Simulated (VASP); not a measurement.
A run of VASP 6.6.1 is set up as follows.

File run.py:

```python
from ase.calculators.vasp import Vasp
from ase.filters import FrechetCellFilter
from ase.io import read
from ase.optimize import FIRE

atoms = read('Yb.xyz')
atoms.set_initial_magnetic_moments([1.0, -0.5])
calc = Vasp(
    directory='calc',
    xc='lda',
    pp='PBE',
    setups='recommended',
    prec='Accurate',
    encut=600,
    ediff=1e-06,
    ismear=0,
    sigma=0.05,
    lreal=False,
    lasph=True,
    nelm=120,
    algo='Normal',
    isif=2,
    lwave=False,
    lcharg=False,
    ispin=2,
    lorbit=11,
    lmaxmix=6,
    kpts=[6, 6, 6],
    gamma=True,
)
atoms.calc = calc
opt = FIRE(FrechetCellFilter(atoms), trajectory='relax.traj')
converged = opt.run(fmax=0.01, steps=40)
print('converged:', converged)

print('energy (eV):', atoms.get_potential_energy())
print('free energy (eV):', atoms.get_potential_energy(force_consistent=True))
print('forces (eV/A):')
print(atoms.get_forces())
print('stress (eV/A^3, Voigt):', atoms.get_stress())
print('Fermi level (eV):', calc.get_fermi_level())
print('moment (muB):', atoms.get_magnetic_moment())
print('site moments (muB):', atoms.get_magnetic_moments())
print('cell (A, degrees):', atoms.cell.cellpar())
print('volume (A^3):', atoms.get_volume())
print('scaled positions:')
print(atoms.get_scaled_positions())
```

The input Yb.xyz:

```xyz
2
Lattice="4.3029660000 0.0000000000 0.0000000000 0.0000000000 4.3029660000 0.0000000000 0.0000000000 0.0000000000 4.3029660000" Properties=species:S:1:pos:R:3 pbc="T T T"
Yb     0.0000000000      0.0000000000      0.0000000000
Yb     2.1514830000      2.1514830000      2.1514830000
```

Potentials or basis: VASP PAW PBE potentials, release 64 (Yb_2), 4f in core.

Launch:

```bash
$ python run.py
```

Estimate the net moment.

0.00 μB per cell.

What does it give for the relaxed cell?

a = 4.271 Å, b = 4.271 Å, c = 4.271 Å, α = 90.00°, β = 90.00°, γ = 90.00°.

The path:
| step | energy change (eV) | largest force (eV/Å) | pressure (GPa) | volume (Å³) |
| --- | --- | --- | --- | --- |
| 1 | 0.0000 | 0.0000 | -0.35 | 79.67 |
| 2 | -0.0002 | 0.0000 | -0.33 | 79.57 |
| 3 | -0.0006 | 0.0000 | -0.29 | 79.37 |
| 4 | -0.0011 | 0.0000 | -0.23 | 79.08 |
| 5 | -0.0016 | 0.0000 | -0.16 | 78.73 |
| 6 | -0.0019 | 0.0000 | -0.08 | 78.33 |
| 7 | -0.0020 | 0.0000 | 0.01 | 77.92 |

Caveat: ASE's xc='lda' writes no GGA tag, so the PBE potentials set the functional and the run is PBE. The state reached can hang on the start; a lower one may exist.
